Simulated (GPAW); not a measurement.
# Si (Fmmm) in GPAW: single point with TB-mBJ

Aim: the single point of Si with TB-mBJ.

Program: GPAW 26.7.0. These are calculated values, not measurements. Logs are shortened: lines on timing, memory, paths and dates and some standing lists are left out, and cuts for length are marked. The log counts tension as positive stress, the text compression.

### Step 1. The crystal as given

The structure is orthorhombic, space group Fmmm (No. 69). The conventional cell has a = 4.845 Å, b = 5.320 Å, c = 9.286 Å, α = 90.00°, β = 90.00°, γ = 90.00°. Si (site symmetry mm2) has 6 Si at 2.48 to 2.72 Å as nearest neighbours. Si (site symmetry m2m) has 5 Si at 2.42 to 2.51 Å as nearest neighbours.

This isn't the form of Si at room conditions, which is diamond.

### Step 2. Single point, TB-mBJ

Input file run.py:

```python
from ase import Atoms
from ase.dft.bandgap import bandgap
from ase.io import write
from gpaw import GPAW, PW

atoms = Atoms(['Si', 'Si', 'Si', 'Si'],
              cell=[[0.0, 2.65989848, 4.6432435421],
                    [2.4222677723, 0.0, 4.6432435421],
                    [2.4222677723, 2.65989848, 0.0]],
              scaled_positions=[[0.2202307, 0.2202307, 0.7797693],
                                [0.7797693, 0.7797693, 0.2202307],
                                [0.27260572, 0.72739428, 0.27260572],
                                [0.72739428, 0.27260572, 0.72739428]],
              pbc=True)

calc = GPAW(mode=PW(600),
            xc='TB09',
            kpts={'size': (8, 8, 8), 'gamma': True},
            occupations={'name': 'fermi-dirac', 'width': 0.05},
            nbands=18,
            convergence={'density': 1e-05, 'energy': 1e-05},
            eigensolver='cg',
            maxiter=150,
            txt='gpaw.txt')
atoms.calc = calc
energy = atoms.get_potential_energy()
calc.write('gs.gpw')
write('result.traj', atoms)
print('Fermi level:', round(calc.get_fermi_level(), 4), 'eV')
print(f'Gap: {bandgap(calc)[0]:.4f} eV, direct: {bandgap(calc, direct=True)[0]:.4f} eV')
```

Potentials or basis: GPAW PAW data sets for LDA (gpaw-data 1.2.1), pw.

Launch:

```console
$ OMP_NUM_THREADS=1 python run.py
```

gpaw.txt:

```text
___ ___ ___ _ _ _
 |   |   |_  | | | |
 | | | | | . | | | |
 |__ |  _|___|_____|  26.7.0
 |___|_|

Input parameters:
  convergence: {density: 1e-05,
                energy: 1e-05}
  eigensolver: cg
  kpts: {gamma: True,
         size: (8, 8, 8)}
  maxiter: 150
  mode: {ecut: 600.0,
         name: pw}
  nbands: 18
  occupations: {name: fermi-dirac,
                width: 0.05}
  xc: TB09

System changes: positions, numbers, cell, pbc, initial_charges, initial_magmoms

Initialize ...

species:
  Si:
    name:    Silicon
    Z:       14.0
    valence: 4
    core:    10
    charge:  0.0  # [|e|]
    compensation charges:
      type: gauss
      rc: 0.33  # [Å]
      lmax: 2
    cutoffs:
      filter: 1.86  # [Å]
      core: 2.06  # [Å]
    projectors
    | kind |    occ | energy [eV] | rcut [Å] |
    |------|--------|-------------|----------|
    |   3s |  2.000 |     -10.878 |    1.058 |
    |   3p |  2.000 |      -4.162 |    1.058 |
    |    s |        |      16.334 |    1.058 |
    |    p |        |      23.049 |    1.058 |
    |    d |        |       0.000 |    1.058 |

    Using partial waves for Si as LCAO basis

Reference energy: -31434.852732  # eV

Spin-paired calculation

Convergence criteria:
 Maximum [total energy] change in last 3 cyles: 1e-05 eV / valence electron
 Maximum integral of absolute [dens]ity change: 1e-05 electrons / valence electron
 Maximum integral of absolute [eigenst]ate change: 4e-08 eV^2 / valence electron
 Maximum number of scf [iter]ations: 150
 (Square brackets indicate name in SCF output, whereas a 'c' in
 the SCF output indicates the quantity has converged.)

Symmetries present (total): 8

  ( 1  0  0)  ( 1  0  0)  ( 0  1 -1)  ( 0  1 -1)  ( 0 -1  1)  ( 0 -1  1)
  ( 1  0 -1)  ( 0  1  0)  ( 1  0 -1)  ( 0  1  0)  ( 0 -1  0)  (-1  0  1)
  ( 1 -1  0)  ( 0  0  1)  ( 0  0 -1)  (-1  1  0)  ( 1 -1  0)  ( 0  0  1)

  (-1  0  0)  (-1  0  0)
  ( 0 -1  0)  (-1  0  1)
  ( 0  0 -1)  (-1  1  0)

512 k-points: 8 x 8 x 8 Monkhorst-Pack grid + [1/16,1/16,1/16]
95 k-points in the irreducible part of the Brillouin zone
       k-points in crystal coordinates                weights
   0:     0.00000000    0.00000000    0.00000000          1/512
   1:     0.00000000    0.12500000    0.12500000          2/512
   2:     0.00000000    0.25000000    0.25000000          2/512
   3:     0.00000000    0.37500000    0.37500000          2/512
   4:     0.00000000    0.50000000    0.50000000          1/512
   5:     0.12500000   -0.37500000    0.50000000          2/512
   6:     0.12500000    0.00000000    0.12500000          2/512
   7:     0.12500000    0.12500000    0.00000000          2/512
   8:     0.12500000    0.12500000    0.12500000          8/512
   9:     0.12500000    0.12500000    0.25000000          4/512
          ...
  94:     0.50000000    0.50000000    0.50000000          4/512

Wave functions: Plane wave expansion
  Cutoff energy: 600.000 eV
  Number of coefficients (min, max): 1979, 2014
  Pulay-stress correction: 0.000000 eV/Ang^3 (de/decut=0.000000)
  Using FFTW library
  ScaLapack parameters: grid=1x1, blocksize=None
  Wavefunction extrapolation:
    Improved wavefunction reuse through dual PAW basis

Occupation numbers: Fermi-Dirac:
  width: 0.0500  # eV

Eigensolver
   CG(niter=4, rtol=3.0e-01)

Densities:
  Coarse grid: 32*32*32 grid
  Fine grid: 64*64*64 grid
  Total Charge: 0.000000

Density mixing:
  Method: separate
  Backend: msr1
  Linear mixing parameter: 0.05
  old densities: 10
  Width of damping distribution: 1.1
  Damping of long wavelength oscillations: 20

Hamiltonian:
  XC and Coulomb potentials evaluated on a 64*64*64 grid
  Using the TB09 Exchange-Correlation functional
  External potential:
    NoExternalPotential

XC parameters: TB09 with 2 nearest neighbor stencil

Number of atoms: 4
Number of atomic orbitals: 16
Number of bands in calculation: 18
Number of valence electrons: 16
Bands to converge: occupied

... initialized

Initializing position-dependent things.

Density initialized from atomic densities
Creating initial wave functions:
  16 bands from LCAO basis set
  2 bands from random numbers

        Si

         Si
       Si

        Si

Atomic positions and initial magnetic moments

Positions:
   0 Si     2.422268    2.659898    2.045170    ( 0.0000,  0.0000,  0.0000)
   1 Si     2.422268    2.659898    7.241318    ( 0.0000,  0.0000,  0.0000)
   2 Si     2.422268    1.450207    4.643244    ( 0.0000,  0.0000,  0.0000)
   3 Si     2.422268    3.869590    4.643244    ( 0.0000,  0.0000,  0.0000)

Unit cell:
           periodic     x           y           z      points  spacing
  1. axis:    yes    0.000000    2.659898    4.643244    32     0.1044
  2. axis:    yes    2.422268    0.000000    4.643244    32     0.1044
  3. axis:    yes    2.422268    2.659898    0.000000    32     0.1044

  Lengths:   5.351147   5.237088   3.597560
  Angles:   71.855180  68.437552  39.707267

Effective grid spacing dv^(1/3) = 0.1222

iter:   1  2135.857583
iter:   2  2136.327418   +0.98  -0.86
iter:   3  2137.021248   -0.32  -0.96
iter:   4  2138.506882   -1.50  -1.07
iter:   5  2140.391926   -1.67  -1.28
iter:   6  2140.822420   -1.96  -1.47
iter:   7  2140.230905   -2.68  -1.50
iter:   8  2139.509514   -2.71  -1.60
iter:   9  2139.482076   -3.08  -1.76
iter:  10  2139.393147   -3.73  -1.80
iter:  11  2139.250610   -3.43  -1.89
iter:  12  2138.912842   -2.83  -2.07
iter:  13  2138.935755   -3.03  -2.88
iter:  14  2138.915200   -3.93  -2.87
iter:  15  2138.912086   -4.62  -3.10
iter:  16  2138.924355   -5.28  -3.65
iter:  17  2138.922253   -5.96  -3.76
iter:  18  2138.921399   -6.56  -4.32
iter:  19  2138.920949   -6.98  -4.18
iter:  20  2138.919972   -7.42c -4.47
iter:  21  2138.920055   -7.85c -4.59
iter:  22  2138.919869   -8.22c -5.36c
iter:  23  2138.919960   -9.00c -5.26c
iter:  24  2138.919945c  -8.99c -5.80c

Converged after 24 iterations.

Dipole moment: (0.000000, 0.000000, 0.000000) |e|*Ang

Energy contributions relative to reference atoms: (reference = -31434.852732)

Kinetic:        +15.160901
Potential:       -9.160772
External:        +0.000000
XC:            +2132.878397
Entropy (-ST):   -0.012680
Local:           +0.047758
SIC:             +0.000000
--------------------------
Free energy:   +2138.913605
Extrapolated:  +2138.919945

Showing only first 2 kpts
 Kpt  Band  Eigenvalues  Occupancy
  0     6      6.33268    2.00000
  0     7      6.47758    2.00000
  0     8      7.03973    2.00000
  0     9      9.65367    0.00000

  1     6      4.85349    2.00000
  1     7      9.23701    0.00000
  1     8      9.75634    0.00000
  1     9     11.55092    0.00000

Fermi level: 8.31277

No gap
No difference between direct/indirect transitions
Writing to gs.gpw (mode='')
```

Run time: 3.6 min. Hardware: 1 thread of Arm Neoverse V1, shared host; peak memory 0.3 GiB.

Results:

- Band gap on the k mesh: none (metal or under the smearing width)

Caveat: a model potential gives levels but no total energy.
